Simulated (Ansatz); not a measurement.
Pd under changes of volume

One of the cells (14.750 Å³/atom); the others are scaled copies at fixed shape and fractional positions:

```
Pd
1.0
     0.00000    1.94650    1.94650
     1.94650    0.00000    1.94650
     1.94650    1.94650    0.00000
Pd
1
Direct
  0.00000 0.00000 0.00000
```

```yaml
Program: Ansatz 0.2.0
Functional: BLYP
Dispersion: D3(BJ)
Potentials_or_basis: Ansatz PAW
Cutoff: "420 eV (not typed: the program's choice for these potentials)"
k_mesh: 12 × 12 × 12
Occupations: fermi-dirac, width 0.05 eV
Spin: no spin polarisation
```

| volume (Å³/atom) | energy over the lowest point (meV/atom) | pressure (GPa) |
| --- | --- | --- |
| 13.865 | 39.20 | 14.7 |
| 14.160 | 17.30 | 9.4 |
| 14.455 | 4.60 | 4.7 |
| 14.750 | 0.00 | 0.6 |
| 15.045 | ? | ? |
| 15.340 | 11.29 | -6.2 |
| 15.635 | 25.54 | -8.9 |

Question: What does the run at 15.045 Å³/atom give?

Answer: Energy over the lowest point 2.52 meV/atom; pressure -3.0 GPa.

Worked out: A Birch-Murnaghan fit of order 3 (a polynomial in V^(-2/3)) to the other rows has its minimum at 14.79 Å³/atom with B0 = V·E''(V) = 190 GPa and B' = 5.5. It gives 2.52 meV/atom at 15.045 Å³/atom, against the run's 2.52, and -dE/dV = -3.1 GPa, against -3.0.

Energies are extrapolated to zero smearing.

Caveats: pairwise dispersion overbinds metals, which lowers pressure and volume; the PAW data sets come from PBE, with cores solved anew for the run's functional, which leaves a small shift of forces and pressure.
